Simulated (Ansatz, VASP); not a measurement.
## AlN: VASP beside Ansatz

```
Al N
1.0
     3.08792    0.00000    0.00000
    -1.54396    2.67422    0.00000
     0.00000    0.00000    4.95021
Al N
2 2
Direct
  0.33333 0.66667 0.99923
  0.66667 0.33333 0.49923
  0.33333 0.66667 0.38077
  0.66667 0.33333 0.88077
```

Alike in both runs: task relaxation of shape and atoms at fixed volume; functional PBE; k mesh 10 × 10 × 6; occupations gaussian, width 0.05 eV; no spin polarisation.

|  | VASP | Ansatz |
| --- | --- | --- |
| version | VASP 6.6.1 | Ansatz 0.2.0 |
| potentials or method | VASP PAW PBE potentials, release 64 (Al, N) | scalar-relativistic, plane waves, PAW |
| plane-wave cutoff (eV) | 600 | 420 |
| valence electrons in the cell | 16 | 16 |

Ansatz gave:

| Property | Result |
| --- | --- |
| gap on the k mesh at the Fermi level, each at its own relaxed structure (eV) | 4.38 |
| relaxed volume (Å³/atom) | 10.22 |
| relaxed cell length with the largest relative difference (Å) | 4.941 |

Problem. Estimate VASP's values.

Solution. gap on the k mesh at the Fermi level, each at its own relaxed structure (eV): 4.39; relaxed volume (Å³/atom): 10.22; relaxed cell length with the largest relative difference (Å): 4.942.

A k mesh can miss the band edges.
